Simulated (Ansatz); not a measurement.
Runs of Ansatz 0.2.0 on NaI. The structure is cubic, space group Fm-3m (No. 225). Conventional cell: a = 6.473 Å, b = 6.473 Å, c = 6.473 Å, α = 90.00°, β = 90.00°, γ = 90.00°. I (site symmetry m-3m) has 6 Na at 3.24 Å as nearest neighbours. Na (site symmetry m-3m) has 6 I at 3.24 Å as nearest neighbours. 

```csv
task,level,k mesh,points for each segment of the path,mesh quality,gap on the mesh (eV),pressure (GPa),V0 of scaled cells (Å³/atom),B0 (GPa)
band structure,PBE0,6 × 6 × 6,4,not flagged,(a),0.1,-,-
band structure,HSE06,6 × 6 × 6,4,not flagged,4.67,0.1,-,-
equation of state,PBE0,4 × 4 × 4,-,coarse,-,-,34.14,16
equation of state,HSE06,4 × 4 × 4,-,coarse,-,-,34.23,16
```

Alike in all rows: potentials or basis Ansatz PAW; no spin polarisation; cell as given; cutoff (eV) 420; smearing fermi-dirac 0.05 eV.

Task: Fill in the values left out.

Result: (a) 5.34.

Caveats: some runs use coarse meshes; spin-orbit coupling is left out, which moves the levels of the heavy elements (some runs); the PAW data sets come from PBE, with cores solved anew for the run's functional, which leaves a small shift of forces and pressure (some runs); the thresholds are loose for stress (some runs); the PAW data sets were made with another functional, which shifts forces and pressure a little (some runs).

A k mesh can miss the band edges, and the runs leave out spin-orbit coupling on I.
